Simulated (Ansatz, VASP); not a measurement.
# Ru in VASP and in Ansatz

```
Ru
1.0
     0.00000    1.90981    1.90981
     1.90981    0.00000    1.90981
     1.90981    1.90981    0.00000
Ru
1
Direct
  0.00000 0.00000 0.00000
```

Alike in both runs: task single point; functional PBEsol; k mesh 16 × 16 × 16; occupations fermi-dirac, width 0.1 eV; no spin polarisation.

```csv
,VASP,Ansatz
version,VASP 6.6.1,Ansatz 0.2.0
potentials or method,"VASP PAW PBE potentials, release 64 (Ru_pv)","plane waves (420 eV) with PAW, scalar-relativistic"
plane-wave cutoff (eV),520,420
valence electrons in the cell,14,16
```

Ansatz gave:

* pressure (GPa): -12.2

What did VASP give for the same quantities?

Pressure (GPa): -12.3.

The two sets of potentials don't hold the same shells in valence. Ansatz warned: «pseudo_functional_mismatch».

Caveats: the PAW data sets were made with another functional, which shifts forces and pressure a little (VASP).
